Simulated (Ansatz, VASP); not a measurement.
# Sb: VASP beside Ansatz

INCAR

```
PREC = Accurate
ENCUT = 520
EDIFF = 1E-7
ISMEAR = -1
SIGMA = 0.05
LREAL = False
LASPH = True
NELM = 80
ALGO = Normal
ISIF = 2
LWAVE = False
LCHARG = False
NBANDS = 12
```

Contents of KPOINTS:

```
Automatic mesh
0
Gamma
  9 9 5
```

POSCAR

```
Sb
1.0
    0.0000000000     -2.3712425200     -2.3712425200
   -2.3712425200      0.0000000000     -2.3712425200
    2.3712425200      2.3712425200     -4.7424850400
Sb
2
Direct
    0.4898204400      0.4577360300      0.5601456900
    0.0101795600      0.0422639700      0.9398543100
```

Contents of input.yaml:

```yaml
crystal:
  lattice:
    - [0.0, -2.37124252, -2.37124252]
    - [-2.37124252, 0.0, -2.37124252]
    - [2.37124252, 2.37124252, -4.74248504]
  atoms:
    - { symbol: Sb, position: [0.48982044, 0.45773603, 0.56014569] }
    - { symbol: Sb, position: [0.01017956, 0.04226397, 0.93985431] }
hamiltonian:
  xc: lda
  pseudopotentials: { kind: paw }
kpoints:
  mp_grid: { grid: [9, 9, 5] }
  band_path:
    path:
      - [[0.0, 0.0, 0.0], [0.0, -0.5, 0.0], [0.375, -0.3125, 0.1875]]
      - [[0.3125, -0.3125, 0.5], [0.0, 0.0, 0.5], [0.0, 0.0, 0.0], [0.34375, -0.34375, 0.0]]
      - [[0.34375, -0.3125, 0.34375], [0.5, 0.0, 0.5], [0.46875, 0.0, 0.65625], [0.0, 0.0, 0.5]]
      - [[0.0, -0.5, 0.0], [0.0, -0.46875, 0.34375]]
    npoints: 14
scf:
  occupations: { method: fermi_dirac, width: 0.05 }
  n_extra_bands: 6
output:
  forces: true
  stress: true
  eigenvalues: true
  fatbands: true
```

Alike in both runs: functional LDA; k mesh 9 × 9 × 5; occupations fermi-dirac, width 0.05 eV; no spin polarisation.

```csv
,VASP,Ansatz
version,VASP 6.6.1,Ansatz 0.2.0
potentials or method,"VASP PAW LDA potentials, release 64 (Sb)",Ansatz PAW
plane-wave cutoff (eV),520,420
valence electrons in the cell,10,30
task,single point,band structure
```

```csv
,VASP,Ansatz,Ansatz less VASP
gap on the k mesh at the Fermi level (eV),none,none,-
pressure (GPa),8.8,8.2,-0.58
largest component of the traceless stress (GPa),1.98,1.98,+0.005
rms of the force components (eV/Å),0.961,0.890,-0.0718
```

Atom by atom the forces differ by 0.072 eV/Å (rms over components). A gap of «none» marks a metal or a gap that the smearing closes. The two sets of potentials don't hold the same shells in valence.

Caveats: forces of over 1 eV/Å show positions far from the minimum, so gaps and moduli don't describe the material at rest; spin-orbit coupling is left out, which moves the levels of the heavy elements (Ansatz); the PAW data sets come from PBE, with cores solved anew for the run's functional, which leaves a small shift of forces and pressure (Ansatz). Spin-orbit coupling is left out, which matters for the levels of Sb.
